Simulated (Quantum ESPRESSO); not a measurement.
# WS2 (R3m) in Quantum ESPRESSO: phonons with LDA

Aim: the phonons of WS2 with LDA.

Program: Quantum ESPRESSO 7.5. These are calculated values, not measurements. Logs are shortened: lines on timing, memory, paths and dates and some standing lists are left out, and cuts for length are marked.

**1. The structure**

The structure is trigonal, space group R3m (No. 160). The conventional cell has a = 3.158 Å, b = 3.158 Å, c = 18.490 Å, α = 90.00°, β = 90.00°, γ = 120.00°. Around W (site symmetry 3m) lie 6 S at 2.39 to 2.42 Å. Around S (site symmetry 3m) lie 3 W at 2.42 Å. Around S (site symmetry 3m) lie 3 W at 2.39 Å.

Measurements of this composition are mostly on another form, of space group No. 194.

**2. Phonons, LDA**

pw.in

```
&CONTROL
  calculation = 'scf'
  prefix = 'pwscf'
  outdir = './tmp'
  pseudo_dir = './pseudo'
  tprnfor = .true.
  tstress = .true.
  disk_io = 'low'
/
&SYSTEM
  ibrav = 0
  celldm(1) = 8
  nat = 3
  ntyp = 2
  ecutwfc = 70
  nbnd = 20
  occupations = 'smearing'
  smearing = 'fd'
  degauss = 0.00367493
/
&ELECTRONS
  conv_thr = 6d-10
  electron_maxstep = 120
  mixing_beta = 0.5
/
ATOMIC_SPECIES
W    183.8400 W.upf
S     32.0600 S.upf
CELL_PARAMETERS alat
  0.3729846938480   0.2153428134085   1.4558765018392
 -0.3729846938480   0.2153428134085   1.4558765018392
  0.0000000000000  -0.4306856267933   1.4558765018392
ATOMIC_POSITIONS crystal
W      0.0000000000    0.0000000000    0.0000000000
S      0.5810000000    0.5810000000    0.5810000000
S      0.7503000000    0.7503000000    0.7503000000
K_POINTS automatic
4 4 4 1 1 1
```

relax.in

```
&CONTROL
  calculation = 'relax'
  prefix = 'pwscf'
  outdir = './tmp'
  pseudo_dir = './pseudo'
  tprnfor = .true.
  tstress = .true.
  disk_io = 'low'
  nstep = 40
  forc_conv_thr = 0.0001
  etot_conv_thr = 1d-06
/
&SYSTEM
  ibrav = 0
  celldm(1) = 8
  nat = 3
  ntyp = 2
  ecutwfc = 70
  nbnd = 20
  occupations = 'smearing'
  smearing = 'fd'
  degauss = 0.00367493
/
&ELECTRONS
  conv_thr = 6d-10
  electron_maxstep = 120
  mixing_beta = 0.5
/
&IONS
  ion_dynamics = 'bfgs'
/
ATOMIC_SPECIES
W    183.8400 W.upf
S     32.0600 S.upf
CELL_PARAMETERS alat
  0.3729846938480   0.2153428134085   1.4558765018392
 -0.3729846938480   0.2153428134085   1.4558765018392
  0.0000000000000  -0.4306856267933   1.4558765018392
ATOMIC_POSITIONS crystal
W      0.0000000000    0.0000000000    0.0000000000
S      0.5810000000    0.5810000000    0.5810000000
S      0.7503000000    0.7503000000    0.7503000000
K_POINTS automatic
4 4 4 1 1 1
```

gamma.in

```
&CONTROL
  calculation = 'bands'
  prefix = 'pwscf'
  outdir = './tmp'
  pseudo_dir = './pseudo'
  disk_io = 'low'
  verbosity = 'high'
/
&SYSTEM
  ibrav = 0
  celldm(1) = 8
  nat = 3
  ntyp = 2
  ecutwfc = 70
  nbnd = 20
  occupations = 'smearing'
  smearing = 'fd'
  degauss = 0.00367493
/
&ELECTRONS
  conv_thr = 1d-08
  electron_maxstep = 120
  mixing_beta = 0.5
  diago_full_acc = .true.
  startingwfc = 'random'
/
ATOMIC_SPECIES
W    183.8400 W.upf
S     32.0600 S.upf
CELL_PARAMETERS alat
  0.3729846938513   0.2153428134026   1.4558765018386
 -0.3729846938513   0.2153428134026   1.4558765018386
  0.0000000000000  -0.4306856267934   1.4558765018404
ATOMIC_POSITIONS crystal
W     -0.0006626925   -0.0006626925   -0.0006626925
S      0.5823122923    0.5823122923    0.5823122923
S      0.7496504002    0.7496504002    0.7496504002
K_POINTS crystal
1
0.0 0.0 0.0 1
```

scf2.in

```
&CONTROL
  calculation = 'scf'
  prefix = 'pwscf'
  outdir = './tmp'
  pseudo_dir = './pseudo'
  tprnfor = .true.
  tstress = .true.
  disk_io = 'low'
/
&SYSTEM
  ibrav = 0
  celldm(1) = 8
  nat = 3
  ntyp = 2
  ecutwfc = 70
  nbnd = 20
  occupations = 'fixed'
/
&ELECTRONS
  conv_thr = 1d-13
  electron_maxstep = 120
  mixing_beta = 0.5
  startingpot = 'file'
/
ATOMIC_SPECIES
W    183.8400 W.upf
S     32.0600 S.upf
CELL_PARAMETERS alat
  0.3729846938513   0.2153428134026   1.4558765018386
 -0.3729846938513   0.2153428134026   1.4558765018386
  0.0000000000000  -0.4306856267934   1.4558765018404
ATOMIC_POSITIONS crystal
W     -0.0006626925   -0.0006626925   -0.0006626925
S      0.5823122923    0.5823122923    0.5823122923
S      0.7496504002    0.7496504002    0.7496504002
K_POINTS automatic
4 4 4 1 1 1
```

ph.in

```
phonons of WS2
&INPUTPH
  prefix = 'pwscf'
  outdir = './tmp'
  tr2_ph = 1d-18
  fildyn = 'dyn'
  niter_ph = 90
  alpha_mix(1) = 0.7
  epsil = .true.
/
0.0000000000 0.0000000000 0.0000000000
```

dynmat.in

```
&INPUT
  fildyn = 'dyn'
  asr = 'crystal'
  lperm = .true.
  filout = 'dynmat.disp'
  fileig = 'dynmat.eig'
/
```

dynmat_lo.in

```
&INPUT
  fildyn = 'dyn'
  asr = 'crystal'
  filout = 'dynmat_lo.disp'
  fileig = 'dynmat_lo.eig'
  q(1) = 0
  q(2) = 0
  q(3) = 1
/
```

relax_v0.99.in

```
&CONTROL
  calculation = 'relax'
  prefix = 'pwscf'
  outdir = './tmp'
  pseudo_dir = './pseudo'
  tprnfor = .true.
  tstress = .true.
  disk_io = 'low'
  nstep = 30
  forc_conv_thr = 0.0001
  etot_conv_thr = 1d-06
/
&SYSTEM
  ibrav = 0
  celldm(1) = 8
  nat = 3
  ntyp = 2
  ecutwfc = 70
  nbnd = 20
  occupations = 'fixed'
/
&ELECTRONS
  conv_thr = 1d-13
  electron_maxstep = 120
  mixing_beta = 0.5
/
&IONS
  ion_dynamics = 'bfgs'
/
ATOMIC_SPECIES
W    183.8400 W.upf
S     32.0600 S.upf
CELL_PARAMETERS alat
  0.3717372440828   0.2146225979407   1.4510073132963
 -0.3717372440828   0.2146225979407   1.4510073132963
  0.0000000000000  -0.4292451958813   1.4510073132963
ATOMIC_POSITIONS crystal
W     -0.0006626925   -0.0006626925   -0.0006626925
S      0.5823122923    0.5823122923    0.5823122923
S      0.7496504002    0.7496504002    0.7496504002
K_POINTS automatic
4 4 4 1 1 1
```

ph_v0.99.in

```
phonons at 0.99 of the volume
&INPUTPH
  prefix = 'pwscf'
  outdir = './tmp'
  tr2_ph = 1d-18
  fildyn = 'dyn_v0.99'
  niter_ph = 90
  alpha_mix(1) = 0.7
/
0.0000000000 0.0000000000 0.0000000000
```

Potentials or basis: PseudoDojo 0.4.1 SR LDA standard.

Launch:

```bash
$ OMP_NUM_THREADS=1 pw.x -in pw.in > pw.out
$ OMP_NUM_THREADS=1 pw.x -in relax.in > relax.out
$ OMP_NUM_THREADS=1 pw.x -in gamma.in > gamma.out
$ OMP_NUM_THREADS=1 pw.x -in scf2.in > scf2.out
$ OMP_NUM_THREADS=1 ph.x -in ph.in > ph.out
$ OMP_NUM_THREADS=1 dynmat.x -in dynmat.in > dynmat.out
$ OMP_NUM_THREADS=1 dynmat.x -in dynmat_lo.in > dynmat_lo.out
$ OMP_NUM_THREADS=1 pw.x -in relax_v0.99.in > relax_v0.99.out
$ OMP_NUM_THREADS=1 ph.x -in ph_v0.99.in > ph_v0.99.out
```

pw.out:

```text
This program is part of the open-source Quantum ESPRESSO suite
     for quantum simulation of materials; please cite
[... 9 lines left out ...]
     --------------------
     sticks:   dense  smooth     PW     G-vecs:    dense   smooth      PW
     Sum        1565    1565    475                28431    28431    4835

     Using Slab Decomposition

     bravais-lattice index     =            0
     lattice parameter (alat)  =       8.0000  a.u.
     unit-cell volume          =     359.2255 (a.u.)^3
     number of atoms/cell      =            3
     number of atomic types    =            2
     number of electrons       =        26.00
     number of Kohn-Sham states=           20
     kinetic-energy cutoff     =      70.0000  Ry
     charge density cutoff     =     280.0000  Ry
     scf convergence threshold =      6.0E-10
     mixing beta               =       0.5000
     number of iterations used =            8  plain     mixing
     Exchange-correlation= SLA  PW   NOGX NOGC
                           (   1   4   0   0   0   0   0)

     celldm(1)=   8.000000  celldm(2)=   0.000000  celldm(3)=   0.000000
     celldm(4)=   0.000000  celldm(5)=   0.000000  celldm(6)=   0.000000

     crystal axes: (cart. coord. in units of alat)
               a(1) = (   0.372985   0.215343   1.455877 )
               a(2) = (  -0.372985   0.215343   1.455877 )
               a(3) = (   0.000000  -0.430686   1.455877 )

     reciprocal axes: (cart. coord. in units 2 pi/alat)
               b(1) = (  1.340538  0.773960  0.228957 )
               b(2) = ( -1.340538  0.773960  0.228957 )
               b(3) = (  0.000000 -1.547919  0.228957 )

     PseudoPot. # 1 for W  read from file:
     W.upf
     Pseudo is Norm-conserving + core correction, Zval = 14.0
     Generated using ONCVPSP code by D. R. Hamann
     Using radial grid of 1380 points,  8 beta functions with:
                l(1) =   0
                l(2) =   0
                l(3) =   1
                l(4) =   1
                l(5) =   2
                l(6) =   2
                l(7) =   3
                l(8) =   3

     PseudoPot. # 2 for S  read from file:
     S.upf
     Pseudo is Norm-conserving + core correction, Zval =  6.0
     Generated using ONCVPSP code by D. R. Hamann
     Using radial grid of 1132 points,  6 beta functions with:
                l(1) =   0
                l(2) =   0
                l(3) =   1
                l(4) =   1
                l(5) =   2
                l(6) =   2

     atomic species   valence    mass     pseudopotential
     W                14.00   183.84000     W ( 1.00)
     S                 6.00    32.06000     S ( 1.00)

      6 Sym. Ops. (no inversion) found

   Cartesian axes

     site n.     atom                  positions (alat units)
         1        W      tau(   1) = (   0.0000000   0.0000000   0.0000000  )
         2        S      tau(   2) = (   0.0000000   0.0000000   2.5375927  )
         3        S      tau(   3) = (   0.0000000   0.0000000   3.2770324  )

     number of k points=    10  Fermi-Dirac smearing, width (Ry)=  0.0037
                       cart. coord. in units 2pi/alat
        k(    1) = (   0.0000000   0.0000000   0.0858589), wk =   0.0625000
        k(    2) = (   0.0000000  -0.3869799   0.1430982), wk =   0.1875000
        k(    3) = (   0.0000000   0.7739597  -0.0286196), wk =   0.1875000
        k(    4) = (   0.0000000   0.3869799   0.0286196), wk =   0.1875000
        k(    5) = (  -0.3351344  -0.1934899   0.2003375), wk =   0.1875000
        k(    6) = (  -0.3351344   0.9674497   0.0286196), wk =   0.3750000
        k(    7) = (  -0.3351344   0.5804698   0.0858589), wk =   0.3750000
        k(    8) = (   0.6702688   0.3869799  -0.1430982), wk =   0.1875000
        k(    9) = (   0.0000000  -0.0000000   0.2575768), wk =   0.0625000
        k(   10) = (   0.0000000   1.1609396   0.0858589), wk =   0.1875000

     Dense  grid:    28431 G-vectors     FFT dimensions: (  72,  72,  72)

     Initial potential from superposition of free atoms

     starting charge      25.9995, renormalised to      26.0000
     Starting wfcs are   18 randomized atomic wfcs +    2 random wfcs

     Self-consistent Calculation

     iteration #  1     ecut=    70.00 Ry     beta= 0.50
     Davidson diagonalization with overlap
     ethr =  1.00E-02,  avg # of iterations =  5.9

     Threshold (ethr) on eigenvalues was too large:
     Diagonalizing with lowered threshold

     Davidson diagonalization with overlap
     ethr =  2.84E-04,  avg # of iterations =  5.2

     total energy              =    -196.27514229 Ry
     estimated scf accuracy    <       0.08364702 Ry

     iteration #  2     ecut=    70.00 Ry     beta= 0.50
     Davidson diagonalization with overlap
     ethr =  3.22E-04,  avg # of iterations =  2.0

     total energy              =    -196.28810602 Ry
     estimated scf accuracy    <       0.00703377 Ry

     iteration #  3     ecut=    70.00 Ry     beta= 0.50
     Davidson diagonalization with overlap
     ethr =  2.71E-05,  avg # of iterations =  3.8

     total energy              =    -196.28796717 Ry
     estimated scf accuracy    <       0.00798901 Ry

     iteration #  4     ecut=    70.00 Ry     beta= 0.50
     Davidson diagonalization with overlap
     ethr =  2.71E-05,  avg # of iterations =  2.0

     total energy              =    -196.28931255 Ry
     estimated scf accuracy    <       0.00102262 Ry

     iteration #  5     ecut=    70.00 Ry     beta= 0.50
     Davidson diagonalization with overlap
     ethr =  3.93E-06,  avg # of iterations =  2.3

     total energy              =    -196.28940158 Ry
     estimated scf accuracy    <       0.00005562 Ry

     iteration #  6     ecut=    70.00 Ry     beta= 0.50
     Davidson diagonalization with overlap
     ethr =  2.14E-07,  avg # of iterations =  2.4

     total energy              =    -196.28941465 Ry
     estimated scf accuracy    <       0.00001164 Ry

     iteration #  7     ecut=    70.00 Ry     beta= 0.50
     Davidson diagonalization with overlap
     ethr =  4.48E-08,  avg # of iterations =  2.0

     total energy              =    -196.28941708 Ry
     estimated scf accuracy    <       0.00000085 Ry

     iteration #  8     ecut=    70.00 Ry     beta= 0.50
     Davidson diagonalization with overlap
     ethr =  3.26E-09,  avg # of iterations =  2.7

     total energy              =    -196.28941728 Ry
     estimated scf accuracy    <       0.00000002 Ry

     iteration #  9     ecut=    70.00 Ry     beta= 0.50
     Davidson diagonalization with overlap
     ethr =  6.50E-11,  avg # of iterations =  4.0

     total energy              =    -196.28941730 Ry
     estimated scf accuracy    <          3.3E-09 Ry

     iteration # 10     ecut=    70.00 Ry     beta= 0.50
     Davidson diagonalization with overlap
     ethr =  1.25E-11,  avg # of iterations =  2.0

     End of self-consistent calculation

          k = 0.0000 0.0000 0.0859 (  3526 PWs)   bands (ev):

   -63.1348 -27.3910 -27.2047 -27.2047  -4.1084  -2.1840   3.9301   7.9421
     7.9421   9.1967   9.1967   9.3204  10.7268  13.6631  13.6631  13.9907
    13.9907  16.1273  19.2124  19.9139

          k = 0.0000-0.3870 0.1431 (  3543 PWs)   bands (ev):

   -63.1254 -27.3892 -27.3571 -27.2478  -3.1022  -1.9328   5.0141   6.2143
     7.0435   8.0669   8.8631   9.3059   9.9040  13.0398  13.4900  14.2281
    14.8432  18.0099  19.6976  19.9839

          k = 0.0000 0.7740-0.0286 (  3567 PWs)   bands (ev):

   -63.1160 -27.5681 -27.3231 -27.2906  -1.8407  -1.5127   4.1413   5.5768
     6.2284   7.3336   8.8314   9.6616   9.8055  13.7415  14.0694  14.9725
    15.3886  15.7324  18.0588  18.7680

          k = 0.0000 0.3870 0.0286 (  3556 PWs)   bands (ev):

   -63.1254 -27.3892 -27.3571 -27.2478  -3.1643  -1.8332   4.7948   6.2651
     7.1156   8.0863   8.8459   9.5390   9.9249  12.7355  13.4108  14.3354
    14.9218  18.0605  19.3001  20.1935

          k =-0.3351-0.1935 0.2003 (  3546 PWs)   bands (ev):

   -63.1254 -27.3892 -27.3571 -27.2478  -3.0435  -2.0242   5.2373   6.2564
     6.9125   8.1330   8.7978   8.9309  10.0046  13.2813  13.2856  14.1779
    15.0902  18.1138  19.3274  20.0220

          k =-0.3351 0.9674 0.0286 (  3560 PWs)   bands (ev):

   -63.1160 -27.5013 -27.3598 -27.3231  -1.8033  -1.5671   5.0342   5.4377
     6.6260   7.0866   7.4364   8.8746  10.1800  13.4362  14.0541  14.3706
    15.9469  17.4381  18.7746  19.9306

          k =-0.3351 0.5805 0.0859 (  3554 PWs)   bands (ev):

   -63.1160 -27.5013 -27.3598 -27.3231  -1.8857  -1.4739   4.9264   5.4318
     6.4836   7.4027   7.5015   8.8811  10.2126  12.9652  14.1095  14.2740
    16.0388  17.7454  19.0351  20.0458

          k = 0.6703 0.3870-0.1431 (  3543 PWs)   bands (ev):

   -63.1160 -27.5681 -27.3231 -27.2906  -1.7798  -1.5860   4.2443   5.4466
     6.4410   7.3920   8.3990   9.5190   9.9341  13.7092  14.1549  14.6700
    15.7496  16.1603  18.2503  19.3765

          k = 0.0000-0.0000 0.2576 (  3514 PWs)   bands (ev):

   -63.1347 -27.3910 -27.2047 -27.2047  -3.9473  -2.4960   4.6684   7.8777
     7.9311   7.9311   9.2197   9.2197  11.4076  13.7382  13.7382  13.8837
    13.8837  16.3026  19.5552  20.8114

          k = 0.0000 1.1609 0.0859 (  3559 PWs)   bands (ev):

   -63.1254 -27.3892 -27.3571 -27.2478  -2.9557  -2.1476   5.5695   6.3573
     6.5215   8.1110   8.8178   8.8334   9.9555  13.3458  13.6413  13.9528
    15.0268  18.1126  19.4817  20.2042

     the Fermi energy is    12.0435 ev

!    total energy              =    -196.28941730 Ry
     estimated scf accuracy    <          3.0E-10 Ry
     smearing contrib. (-TS)   =      -0.00000002 Ry
     internal energy E=F+TS    =    -196.28941728 Ry

     The total energy is F=E-TS. E is the sum of the following terms:
     one-electron contribution =     -82.26441860 Ry
     hartree contribution      =      51.60474227 Ry
     xc contribution           =     -45.70351280 Ry
     ewald contribution        =    -119.92622815 Ry

     convergence has been achieved in  10 iterations

     Forces acting on atoms (cartesian axes, Ry/au):

     atom    1 type  1   force =    -0.00000000    0.00000000   -0.02222806
     atom    2 type  2   force =    -0.00000000    0.00000000    0.02542835
     atom    3 type  2   force =    -0.00000000   -0.00000000   -0.00320029

     Total force =     0.033925     Total SCF correction =     0.000055

     Computing stress (Cartesian axis) and pressure

          total   stress  (Ry/bohr**3)                   (kbar)     P=      -44.08
  -0.00030737   0.00000000   0.00000000          -45.22        0.00        0.00
   0.00000000  -0.00030737   0.00000000            0.00      -45.22        0.00
   0.00000000   0.00000000  -0.00028422            0.00        0.00      -41.81

=------------------------------------------------------------------------------=
   JOB DONE.
=------------------------------------------------------------------------------=
```

Run time: 66 min. Hardware: 1 thread of Arm Neoverse V1, shared host; peak memory 0.28 GiB.

What came out:

- Free energy: -2670.6656 eV
- Pressure after relaxing: -2.5 GPa
- Highest phonon frequency at Γ, LO-TO splitting left out: 433 cm⁻¹

Forces in eV/Å, atoms in the order of the input:
```
W    0.000  0.000  0.002
S    0.000  0.000 -0.002
S    0.000  0.000 -0.001
```

Final structure:
```
W S
1.0
     1.57900    0.91164    6.16333
    -1.57900    0.91164    6.16333
     0.00000   -1.82327    6.16333
W S
1 2
Direct
  0.99934 0.99934 0.99934
  0.58231 0.58231 0.58231
  0.74965 0.74965 0.74965
```

Phonon frequencies in cm⁻¹ (negative: imaginary):
```tsv
q point	frequencies
(0.000, 0.000, 0.000)	0 1 1 299 299 359 359 424 433
```

Optical modes at Γ, degenerate ones joined, polar ones without the macroscopic field:
| cm⁻¹ | components | symmetry | active in |
| --- | --- | --- | --- |
| 299 | 2 | E | IR and Raman |
| 359 | 2 | E | IR and Raman |
| 424 | 1 | A1 | IR and Raman |
| 433 | 1 | A1 | IR and Raman |

Caveat: the k mesh is coarse (spacing up to 0.58 Å⁻¹), so the values aren't converged. Spin-orbit coupling is left out, which matters for the levels of W.
